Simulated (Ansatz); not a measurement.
Input and command of a plane-wave DFT calculation in Ansatz:

```yaml
crystal:
  lattice:
    - [3.5388664185, 0.0, 0.0]
    - [0.0, 3.5388664185, 0.0]
    - [0.0, 0.0, 3.5388664185]
  atoms:
    - { symbol: Sc, position: [0.5, 0.5, 0.5] }
    - { symbol: Al, position: [0.0, 0.0, 0.0] }
basis:
  ecutwfc: 420
kpoints:
  mp_grid: { grid: [14, 14, 14] }
hamiltonian:
  xc: pbesol
scf:
  occupations: { method: gaussian, width: 0.15 }
output:
  forces: true
  stress: true
  eigenvalues: true
```

```bash
ansatz run input.yaml --threads 1 --pin off --max-ram 2560MiB --backend cpu --events-out ev --progress --plain --runs-dir out
```

Processor: Intel(R) Xeon(R) Processor @ 2.50GHz (Skylake/Cascade Lake), 1 thread, on a host shared with other jobs.

**Question.** How long does it run, and how much memory does it take?

**Answer.** About 7.5 s on 1 thread of Intel(R) Xeon(R) Processor @ 2.50GHz (Skylake/Cascade Lake), with other jobs on the host, peak memory 0.37 GiB. It solves 11 bands at 120 k points (the mesh reduced by the symmetry that the task leaves, which can be less than the crystal's) with about 847 plane waves, in 7 SCF iterations.
